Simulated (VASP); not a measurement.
# Se (Cmcm) in VASP: notebook

The runs below take Se through single point, with PBE.

Everything below comes from runs of VASP 6.6.1. Logs are shortened: lines on timing, memory, paths and dates and some standing lists are left out, and cuts for length are marked.

## (1) The crystal as given

It takes space group Cmcm (No. 63, orthorhombic). Conventional cell: a = 2.789 Å, b = 8.078 Å, c = 4.613 Å, α = 90.00°, β = 90.00°, γ = 90.00°. Around Se (site symmetry m2m) lie 4 Se at 2.53 to 2.79 Å.

This isn't the form of Se at room conditions, which is trigonal, of chains.

## (2) Single point, PBE

The input, INCAR:

```
SYSTEM = Se
  PREC = Accurate
  ENCUT = 460
  EDIFF = 1E-6
  ISMEAR = 0
  SIGMA = 0.05
  LREAL = .False.
  LASPH = .True.
  NELM = 100
  ALGO = Normal
  ISIF = 2
  LWAVE = .False.
  LCHARG = .False.
  GGA = PE
  ADDGRID = .False.
```

The input, KPOINTS:

```
regular mesh
0
Gamma
  6 6 4
  0 0 0
```

The input, POSCAR:

```
Se
1.0
    1.3942694300     -4.0390027650      0.0000000000
    1.3942694300      4.0390027650      0.0000000000
    0.0000000000      0.0000000000      4.6134314000
Se
2
Direct
    0.0643446800      0.9356553200      0.2500000000
    0.9356553200      0.0643446800      0.7500000000
```

Potentials or basis: VASP PAW PBE potentials, release 64 (Se).

Run with:

```sh
$ cat potpaw_PBE.64/Se/POTCAR > POTCAR
$ mpirun -np 1 vasp_std > vasp.out
```

OUTCAR:

```text
SYSTEM = Se
   PREC = Accurate
   ENCUT = 460
   EDIFF = 1E-6
   ISMEAR = 0
   LREAL = .False.
   LASPH = .True.
   NELM = 100
   ISIF = 2
   GGA = PE

 Found     39 irreducible k-points:

 Following reciprocal coordinates:
            Coordinates               Weight
  0.000000  0.000000  0.000000      1.000000
  0.166667  0.000000  0.000000      4.000000
  0.333333  0.000000  0.000000      4.000000
  0.500000  0.000000  0.000000      2.000000
  0.166667  0.166667  0.000000      2.000000
  0.333333  0.166667  0.000000      4.000000
   k-points           NKPTS =     39   k-points in BZ     NKDIM =     39   number of bands    NBANDS=     10
   number of dos      NEDOS =    301   number of ions     NIONS =      2
   total plane-waves  NPLWV =  28800
   dimension x,y,z NGX =    30 NGY =   30 NGZ =   32
   dimension x,y,z NGXF=    60 NGYF=   60 NGZF=   64
   ions per type =               2
   NGX,Y,Z   is equivalent  to a cutoff of  11.67, 11.67, 11.53 a.u.
   NGXF,Y,Z  is equivalent  to a cutoff of  23.34, 23.34, 23.06 a.u.
 SYSTEM =  Se
   PREC   = accura    normal or accurate (medium, high low for compatibility)
   ISTART =      0    job   : 0-new  1-cont  2-samecut
   ICHARG =      2    charge: 1-file 2-atom 10-const
   ISPIN  =      1    spin polarized calculation?
   LNONCOLLINEAR =      F non collinear calculations
   LSORBIT =      F    spin-orbit coupling
   LASPH  =      T    aspherical Exc in radial PAW
   ENCUT  =  460.0 eV  33.81 Ry    5.81 a.u.   7.47  7.47  8.07*2*pi/ulx,y,z
   NELM   =    100;   NELMIN=  2; NELMDL= -5     # of ELM steps
   EDIFF  = 0.1E-05   stopping-criterion for ELM
   LREAL  =      F    real-space projection
   EDIFFG = 0.1E-04   stopping-criterion for IOM
   NSW    =      0    number of steps for IOM
   IBRION =     -1    ionic relax: 0-MD 1-quasi-New 2-CG
   NFREE  =      0    steps in history (QN), initial steepest desc. (CG)
   ISIF   =      2    stress and relaxation
   ISYM   =      2    0-nonsym 1-usesym 2-fastsym
   POTIM  = 0.5000    time-step for ionic-motion
   TEBEG  =    0.0;   TEEND  =   0.0 temperature during run
   PSTRESS=    0.0 pullay stress
   NELECT =      12.0000    total number of electrons
   NUPDOWN=      -1.0000    fix difference up-down
   EMIN   =  10.00;   EMAX   =-10.00  energy-range for DOS
   EFERMI =   0.00;   METHOD = LEGACY
   ISMEAR =     0;   SIGMA  =   0.05  broadening in eV -4-tet -1-fermi 0-gaus
   EFERMI_NEDOS =   21; number of points for ismear=-14 and -15
   IALGO  =     38    algorithm
   IMIX   =      4    mixing-type and parameters
     AMIX     =   0.40;   BMIX     =  1.00
     AMIX_MAG =   1.60;   BMIX_MAG =  1.00
  volume/ion in A,a.u.               =      25.98       175.32
  Fermi-wavevector in a.u.,A,eV,Ry     =   1.004408  1.898056 13.726046  1.008836
  Thomas-Fermi vector in A             =   2.137022
   LORBIT       =      0    0 simple, 1 ext, 2 COOP (PROOUT), +10 PAW based schemes
   GGA     = PE    functional components
   LHFCALC =     F    Hartree Fock is set to
   AEXX    =    0.0000 exact exchange contribution
   IVDW    =     0    specifies the selected vdW correction
   LEPSILON=     F    determine dielectric tensor
   LRPA    =     F    only Hartree local field effects (RPA)
 non-spin polarized calculation
 Gauss-broadening in eV      SIGMA  =   0.05
  energy-cutoff  :      460.00
  volume of cell :       51.96
 maximum number of plane-waves:      1180
 NGX is ok and might be reduce to    30
   NGX = 15   NGY = 15   NGZ = 17

 number of electron      12.0000001 magnetization

 Free energy of the ion-electron system (eV)
  ---------------------------------------------------
  ext. energy  EPLUGINS =         0.00000000
  ---------------------------------------------------
  free energy    TOTEN  =        -6.65369126 eV

  energy without entropy =       -6.65115349  energy(sigma->0) =       -6.65242238

 E-fermi :   3.2073     XC(G=0):  -9.0999

 val. band max:        3.2029329235   @ k =   0.5000   0.0000   0.2500
 cond. band min:       3.2284794048   @ k =   0.5000   0.3333   0.5000
 fundamental gap:      0.0255464813
 Fermi energy:         3.2072807683

 k-point     1 :       0.0000    0.0000    0.0000
  band No.  band energies     occupation
      1     -12.6979      2.00000
      2      -8.7364      2.00000
      3      -3.3077      2.00000
      4       0.8958      2.00000
      5       1.0887      2.00000
      6       5.2568      0.00000
      7       5.6202      0.00000
      8       7.6251      0.00000
      9       8.7260      0.00000
     10      10.1138      0.00000

 k-point     2 :       0.1667    0.0000    0.0000
  band No.  band energies     occupation
      1     -12.2752      2.00000
      2      -8.3373      2.00000
      3      -2.9306      2.00000
      4       0.8141      2.00000
      5       1.6895      2.00000
      6       2.3224      2.00000
      7       5.0022      0.00000
      8       5.8006      0.00000
      9       9.2315      0.00000
     10      10.8892      0.00000

 k-point     3 :       0.3333    0.0000    0.0000
  band No.  band energies     occupation
      1     -11.1855      2.00000
      2      -7.2959      2.00000
      3      -2.0139      2.00000
      4      -1.6512      2.00000
      5       1.2799      2.00000
      6       1.5306      2.00000
      7       2.6260      2.00000
      8       6.2554      0.00000
      9       9.6414      0.00000
     10      10.0959      0.00000

 k-point     4 :       0.5000    0.0000    0.0000
  band No.  band energies     occupation
      1     -10.3979      2.00000
      2      -6.5281      2.00000
      3      -3.3926      2.00000
      4      -1.4220      2.00000
      5      -0.3733      2.00000
      6       2.0728      2.00000
      7       2.8714      2.00000
      8       6.4915      0.00000
      9       8.1946      0.00000
     10       9.0388      0.00000

 k-point     5 :       0.1667    0.1667    0.0000
  band No.  band energies     occupation
      1     -11.2321      2.00000
      2      -7.2591      2.00000
      3      -2.0630      2.00000
      4      -1.6001      2.00000
      5       1.2075      2.00000
      6       2.2679      2.00000
      7       2.2818      2.00000
      8       6.5899      0.00000
      9       9.5747      0.00000
     10      10.2260      0.00000

 k-point     6 :       0.3333    0.1667    0.0000
  band No.  band energies     occupation
      1     -10.3983      2.00000
      2      -6.5253      2.00000
      3      -3.3921      2.00000
      4      -1.4222      2.00000
      5      -0.3983      2.00000
      6       2.0565      2.00000
      7       2.9242      2.00000
      8       6.5533      0.00000
      9       8.0612      0.00000
     10       9.3158      0.00000

 [... further k-points ...]
[... 5 lines left out ...]
  --------------------------------------------------------------------------------------
  -------------------------------------------------------------------------------------
  Total        1.7574854     -0.0151581     -0.1807754      0.0000000      0.0000000      0.0000000
  in kB       54.1910291     -0.4673924     -5.5741026      0.0000000      0.0000000      0.0000000
  external PRESSURE =      16.0498447 kB  Pullay stress =       0.0000000 kB

 VOLUME and BASIS-vectors are now :
 -----------------------------------------------------------------------------
  energy-cutoff  :      460.00
  volume of cell :       51.96
      direct lattice vectors                 reciprocal lattice vectors
     1.394269430 -4.039002765  0.000000000     0.358610746 -0.123792933  0.000000000
     1.394269430  4.039002765  0.000000000     0.358610746  0.123792933  0.000000000
     0.000000000  0.000000000  4.613431400     0.000000000  0.000000000  0.216758398

 POSITION                                       TOTAL-FORCE (eV/Angst)
 -----------------------------------------------------------------------------------
      1.39427      3.51923      1.15336         0.000000      0.331601     -0.000000
      1.39427     -3.51923      3.46007         0.000000     -0.331601      0.000000
 -----------------------------------------------------------------------------------
    total drift:                               -0.000000     -0.000000      0.000000

  FREE ENERGIE OF THE ION-ELECTRON SYSTEM (eV)
  ---------------------------------------------------
  free  energy   TOTEN  =        -6.6536912595 eV

  energy  without entropy=       -6.6511534929  energy(sigma->0) =       -6.65242238
```

Wall time 9.6 s (1 thread of Intel Xeon Platinum 8488C (Sapphire Rapids), shared host); peak memory 0.17 GiB.

The run converged, but some of its settings lie outside the range that counts as converged, so its numbers aren't taken as properties of the crystal.

Results:

```
Free energy            : -6.6537 eV
Pressure               : 1.6 GPa
Largest force          : 0.332 eV/Å
Band gap on the k mesh : none (metal or under the smearing width)
```

Caveat: the k mesh is coarse (spacing up to 0.40 Å⁻¹), so the values aren't converged.

## (3) Single point, PBE

Changes to INCAR since step 2:

```diff
@@ -5,3 +5,3 @@
   ISMEAR = 0
-  SIGMA = 0.05
+  SIGMA = 0.5
   LREAL = .False.
```

KPOINTS is that of step 2.

POSCAR is that of step 2.

Potentials or basis: VASP PAW PBE potentials, release 64 (Se).

Run with:

```sh
$ cat potpaw_PBE.64/Se/POTCAR > POTCAR
$ mpirun -np 1 vasp_std > vasp.out
```

It took 9.5 s on 1 thread of Intel Xeon Platinum 8488C (Sapphire Rapids), shared host; peak memory 0.17 GiB.

These settings aren't checked as converged: the numbers below hold their error.

Results:

```yaml
Free_energy: -6.7155 eV
Pressure: 1.7 GPa
Largest_force: 0.253 eV/Å
Band_gap_on_the_k_mesh: none (metal or under the smearing width)
```

Caveat: the k mesh is coarse (spacing up to 0.40 Å⁻¹), so the values aren't converged.

## (4) Single point, PBE

Changes to INCAR since step 3:

```diff
@@ -5,3 +5,3 @@
   ISMEAR = 0
-  SIGMA = 0.5
+  SIGMA = 0.2
   LREAL = .False.
```

KPOINTS is that of step 3.

POSCAR is that of step 3.

Potentials or basis: VASP PAW PBE potentials, release 64 (Se).

Run with:

```sh
$ cat potpaw_PBE.64/Se/POTCAR > POTCAR
$ mpirun -np 1 vasp_std > vasp.out
```

OUTCAR:

```text
SYSTEM = Se
   PREC = Accurate
   ENCUT = 460
   EDIFF = 1E-6
   ISMEAR = 0
   LREAL = .False.
   LASPH = .True.
   NELM = 100
   ISIF = 2
   GGA = PE

 Found     39 irreducible k-points:

 Following reciprocal coordinates:
            Coordinates               Weight
  0.000000  0.000000  0.000000      1.000000
  0.166667  0.000000  0.000000      4.000000
  0.333333  0.000000  0.000000      4.000000
  0.500000  0.000000  0.000000      2.000000
  0.166667  0.166667  0.000000      2.000000
  0.333333  0.166667  0.000000      4.000000
   k-points           NKPTS =     39   k-points in BZ     NKDIM =     39   number of bands    NBANDS=     10
   number of dos      NEDOS =    301   number of ions     NIONS =      2
   total plane-waves  NPLWV =  28800
[... 149 lines left out ...]

 [... further k-points ...]
[... 5 lines left out ...]
  --------------------------------------------------------------------------------------
  -------------------------------------------------------------------------------------
  Total        1.9713917      0.0460552     -0.4394821      0.0000000      0.0000000      0.0000000
  in kB       60.7867030      1.4200849    -13.5511716      0.0000000      0.0000000      0.0000000
  external PRESSURE =      16.2185388 kB  Pullay stress =       0.0000000 kB

 VOLUME and BASIS-vectors are now :
 -----------------------------------------------------------------------------
  energy-cutoff  :      460.00
  volume of cell :       51.96
      direct lattice vectors                 reciprocal lattice vectors
     1.394269430 -4.039002765  0.000000000     0.358610746 -0.123792933  0.000000000
     1.394269430  4.039002765  0.000000000     0.358610746  0.123792933  0.000000000
     0.000000000  0.000000000  4.613431400     0.000000000  0.000000000  0.216758398

 POSITION                                       TOTAL-FORCE (eV/Angst)
 -----------------------------------------------------------------------------------
      1.39427      3.51923      1.15336         0.000000      0.274207     -0.000000
      1.39427     -3.51923      3.46007         0.000000     -0.274207      0.000000
 -----------------------------------------------------------------------------------
    total drift:                               -0.000000     -0.000000      0.000000

  FREE ENERGIE OF THE ION-ELECTRON SYSTEM (eV)
  ---------------------------------------------------
  free  energy   TOTEN  =        -6.6666377127 eV

  energy  without entropy=       -6.6435983130  energy(sigma->0) =       -6.65511801
```

OSZICAR:

```text
N       E                     dE             d eps       ncg     rms          rms(c)
DAV:   1     0.465133943133E+02    0.46513E+02   -0.47807E+03   780   0.905E+02
DAV:   2    -0.420535050024E+01   -0.50719E+02   -0.48707E+02  1102   0.143E+02
DAV:   3    -0.667235475078E+01   -0.24670E+01   -0.24278E+01  1018   0.358E+01
DAV:   4    -0.669218121232E+01   -0.19826E-01   -0.19812E-01   920   0.333E+00
DAV:   5    -0.669231174443E+01   -0.13053E-03   -0.13053E-03   940   0.262E-01    0.536E+00
DAV:   6    -0.667253306995E+01    0.19779E-01   -0.16043E-02   864   0.870E-01    0.324E+00
DAV:   7    -0.666685933216E+01    0.56737E-02   -0.28906E-02   828   0.123E+00    0.140E-01
DAV:   8    -0.666662308707E+01    0.23625E-03   -0.26651E-03   820   0.345E-01    0.360E-02
DAV:   9    -0.666662799422E+01   -0.49072E-05   -0.36850E-05   872   0.466E-02    0.193E-02
DAV:  10    -0.666663729924E+01   -0.93050E-05   -0.88077E-06   834   0.250E-02    0.294E-03
DAV:  11    -0.666663771275E+01   -0.41350E-06   -0.76666E-07   510   0.690E-03
   1 F= -.66666377E+01 E0= -.66551180E+01  d E =-.230394E-01
```

Wall time 9.2 s (1 thread of Intel Xeon Platinum 8488C (Sapphire Rapids), shared host); peak memory 0.17 GiB.

The run converged, but some of its settings lie outside the range that counts as converged, so its numbers aren't taken as properties of the crystal.

Results:

```yaml
Free_energy: -6.6666 eV
Pressure: 1.6 GPa
Largest_force: 0.274 eV/Å
Band_gap_on_the_k_mesh: none (metal or under the smearing width)
```

Caveat: the k mesh is coarse (spacing up to 0.40 Å⁻¹), so the values aren't converged.

## (5) Single point, PBE

Changes to INCAR since step 4:

```diff
@@ -5,3 +5,3 @@
   ISMEAR = 0
-  SIGMA = 0.2
+  SIGMA = 0.01
   LREAL = .False.
```

KPOINTS is that of step 4.

POSCAR is that of step 4.

Run with:

```sh
$ cat potpaw_PBE.64/Se/POTCAR > POTCAR
$ mpirun -np 1 vasp_std > vasp.out
```

Run time: 11 s. Hardware: 1 thread of Intel Xeon Platinum 8488C (Sapphire Rapids), shared host; peak memory 0.17 GiB.

The run converged, but some of its settings lie outside the range that counts as converged, so its numbers aren't taken as properties of the crystal.

What came out:

- Free energy: -6.6521 eV
- Pressure: 1.6 GPa
- Largest force: 0.362 eV/Å
- Band gap on the k mesh: none (metal or under the smearing width)

Caveat: the k mesh is coarse (spacing up to 0.40 Å⁻¹), so the values aren't converged.

## (6) Single point, PBE

Changes to INCAR since step 5:

```diff
@@ -1,3 +1,3 @@
 SYSTEM = Se
-  PREC = Accurate
+  PREC = Low
   ENCUT = 460
@@ -5,3 +5,3 @@
   ISMEAR = 0
-  SIGMA = 0.01
+  SIGMA = 0.05
   LREAL = .False.
```

KPOINTS is that of step 5.

POSCAR is that of step 5.

Potentials or basis: VASP PAW PBE potentials, release 64 (Se).

Run with:

```sh
$ cat potpaw_PBE.64/Se/POTCAR > POTCAR
$ mpirun -np 1 vasp_std > vasp.out
```

It took 4.5 s on 1 thread of Intel Xeon Platinum 8488C (Sapphire Rapids), shared host; peak memory 0.12 GiB.

These settings aren't checked as converged: the numbers below hold their error.

What came out:

```
Free energy            : -6.6541 eV
Pressure               : 1.6 GPa
Largest force          : 0.331 eV/Å
Band gap on the k mesh : none (metal or under the smearing width)
```

Caveat: the k mesh is coarse (spacing up to 0.40 Å⁻¹), so the values aren't converged.

## (7) For comparison

An earlier run on the cell as given: functional PBE; potentials or basis VASP PAW PBE potentials, release 64 (Se); cutoff 520 eV; k mesh 10 × 10 × 6; occupations fermi-dirac, width 0.05 eV; no spin polarisation.

* Pressure: 1.6 GPa
* Largest force: 0.031 eV/Å
* Band gap on the k mesh: none (metal or under the smearing width)
